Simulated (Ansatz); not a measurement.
Structure search for Mg₅Te

These are results of Ansatz 0.2.0, DFT PBE, scalar-relativistic, plane waves, PAW, not measurements. All cells share a 420 eV cutoff and Γ-centred k meshes spaced at most about 0.3 Å⁻¹ (about 0.25 or finer for metals, 2π included). No spin polarisation.

Energies over the elements count from the elements' standard structures at the same level, with no fitted energy shifts.

These are static total energies at zero pressure. The comparison covers the computed candidates alone. Spin–orbit coupling, which can matter for Te, is left out. The reference form of Te is held partly by dispersion forces, which this level lacks.

Invented guesses and database cells were relaxed alike, and ends that match in structure were merged. ΔE counts from the first row. Coordination counts Mg atoms around Te (those within 1.25 times the shortest such distance or 1.15 times the sum of covalent radii; a plus sign parts nearer from farther groups). The ends were matched against large subsets of the Crystallography Open Database and the Materials Project, so a missing match doesn't prove that a structure is unreported.

```
#              reached from  type and space group  atoms  Å³/atom  coordination  ΔE (meV/atom)  gap on mesh (eV)       in databases
1  a Materials Project cell         R32 (No. 155)      6     23.8         Te 12              0              0.00  Materials Project
2               random cell      I4/mmm (No. 139)      6     28.1          Te 8            153              0.00           no match
3               random cell      P6/mmm (No. 191)      6     26.9          Te 8            180              0.00           no match
4               random cell       P-6m2 (No. 187)      6     26.9        Te 6+6            196              0.00           no match
```

The lowest: Space group R32 (No. 155), trigonal, a = 5.567 Å, c = 15.961 Å. Mg on a site of symmetry 2 has 10 Mg at 3.19–3.30 Å and 2 Te at 3.25 Å; around Mg on a site of symmetry 3 lie 9 Mg at 3.19–3.30 Å and 3 Te at 3.21 Å; Te is surrounded by 12 Mg at 3.21–3.25 Å. Its energy over the elements is −0.09 eV/atom. A negative formation energy is needed for stability but isn't enough: competing phases decide. Materials Project cells can be hypothetical, and an observed structure of this formula, if there is one, may be missing.

```xyz
6
Lattice="2.7834 1.6070 5.3204 -2.7834 1.6070 5.3204 0.0000 -3.2140 5.3204" Properties=species:S:1:pos:R:3 pbc="T T T"
Mg    0.9418    1.6070    5.3204
Mg    0.9208   -1.6191    5.3204
Mg   -1.8626    0.0121    5.3204
Mg    0.0000    0.0000    2.7326
Mg    0.0000    0.0000   13.2286
Te    0.0000    0.0000    7.9806
```

The second: Space group I4/mmm (No. 139), tetragonal, a = 6.026 Å, c = 9.278 Å. Mg on a site of symmetry 4/mmm has 8 Mg at 3.15 Å; Mg on a site of symmetry 2/m is surrounded by 6 Mg at 3.01–3.15 Å and 2 Te at 3.15 Å; Te has 8 Mg at 3.15 Å. Counting Mg atoms around Te, the first has Te 12 and the second has Te 8. Cells relaxed within their symmetry can be saddle points.

Space group I4/mmm (No. 139). a = 6.026 Å, b = 6.026 Å, c = 9.278 Å, α = 90.00°, β = 90.00°, γ = 90.00°
```json
{"atom": "Mg", "site": "2b", "symmetry": "4/mmm", "x": "0.5000", "y": "0.5000", "z": "0.0000"}
{"atom": "Mg", "site": "8f", "symmetry": "..2/m", "x": "0.2500", "y": "0.2500", "z": "0.2500"}
{"atom": "Te", "site": "2a", "symmetry": "4/mmm", "x": "0.0000", "y": "0.0000", "z": "0.0000"}
```

Some candidate types were left out of the draw beforehand, so a known form may be missing.
